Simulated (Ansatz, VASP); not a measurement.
# Ag: VASP beside Ansatz

```
CELL_PARAMETERS angstrom
0.00000 2.02721 2.02721
2.02721 0.00000 2.02721
2.02721 2.02721 0.00000
ATOMIC_POSITIONS crystal
Ag 0.00000 0.00000 0.00000
```

Alike in both runs: task relaxation of cell and atoms; functional PBEsol; k mesh 20 × 20 × 20; occupations fermi-dirac, width 0.15 eV; no spin polarisation.

|  | VASP | Ansatz |
| --- | --- | --- |
| version | VASP 6.6.1 | Ansatz 0.2.0 |
| potentials or method | VASP PAW PBE potentials, release 64 (Ag) | scalar-relativistic, plane waves, PAW |
| plane-wave cutoff (eV) | 600 | 420 |
| valence electrons in the cell | 11 | 19 |

Ansatz gave:

| Property | Result |
| --- | --- |
| gap on the k mesh at the Fermi level, each at its own relaxed structure (eV) | none |
| relaxed volume (Å³/atom) | 16.66 |
| relaxed cell length with the largest relative difference (Å) | 2.867 |

Q: Which values does VASP return?

A: gap on the k mesh at the Fermi level, each at its own relaxed structure (eV): none; relaxed volume (Å³/atom): 16.63; relaxed cell length with the largest relative difference (Å): 2.865.

A gap of «none» marks a metal or a gap that the smearing closes. The two sets of potentials don't hold the same shells in valence.

Caveats: the PAW data sets were made with another functional, which shifts forces and pressure a little (VASP).
